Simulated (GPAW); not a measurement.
The system is ZrS2.

```xyz
3
Lattice="3.6914 0.0000 0.0000 -1.8457 3.1968 0.0000 0.0000 0.0000 6.0411" Properties=species:S:1:pos:R:3 pbc="T T T"
Zr    0.0000    0.0000    0.0000
S     0.0000    2.1312    1.4372
S     1.8457    1.0656    4.6038
```

The cell is a database's computed one.

| Quantity | Value |
| --- | --- |
| Program | GPAW 26.7.0 |
| Task | relaxation of cell and atoms |
| Functional | mBEEF |
| Potentials or basis | GPAW PAW data sets (gpaw-data 1.2.1) |
| Cutoff | 600 eV |
| Basis | pw |
| k mesh | 6 × 6 × 3 |
| Occupations | fermi-dirac, width 0.05 eV |
| Spin | no spin polarisation |

At the start: pressure -0.2 GPa; volume 23.76 Å³/atom.

Problem. How do energy, volume and symmetry change on relaxing?

Solution. Over 13 steps the energy falls by 7.8 meV/atom and the volume is 25.21 Å³/atom (+6.1 %); space group P-3m1 (No. 164, to 0.05 Å).

Step by step:
| step | energy change (eV) | largest force (eV/Å) | pressure (GPa) | volume (Å³) |
| --- | --- | --- | --- | --- |
| 1 | 0.0000 | 0.2629 | -0.17 | 71.29 |
| 2 | -0.0018 | 0.2132 | 0.06 | 71.26 |
| 3 | -0.0057 | 0.0169 | 0.89 | 71.30 |
| 4 | -0.0068 | 0.0076 | 0.91 | 71.44 |
| 5 | -0.0124 | 0.0824 | 0.58 | 72.72 |
| 6 | -0.0145 | 0.0573 | 0.14 | 73.44 |
| 7 | -0.0158 | 0.0094 | -0.24 | 73.93 |
| 8 | -0.0170 | 0.0309 | -0.48 | 74.27 |
| 9 | -0.0192 | 0.0800 | -0.70 | 74.82 |
| 10 | -0.0218 | 0.0935 | -0.65 | 75.39 |
| 11 | -0.0233 | 0.0502 | -0.30 | 75.74 |
| 12 | -0.0235 | 0.0100 | -0.06 | 75.72 |
| 13 | -0.0235 | 0.0005 | -0.01 | 75.64 |

Final structure:
```
CELL_PARAMETERS angstrom
3.70024 0.00000 0.00000
-1.85012 3.20451 0.00000
0.00000 0.00000 6.37937
ATOMIC_POSITIONS crystal
Zr 0.00000 0.00000 0.00000
S 0.33333 0.66667 0.22234
S 0.66667 0.33333 0.77766
```

Caveat: later steps reuse the first step's grids; the PAW data sets were made with another functional, which shifts forces and pressure a little.
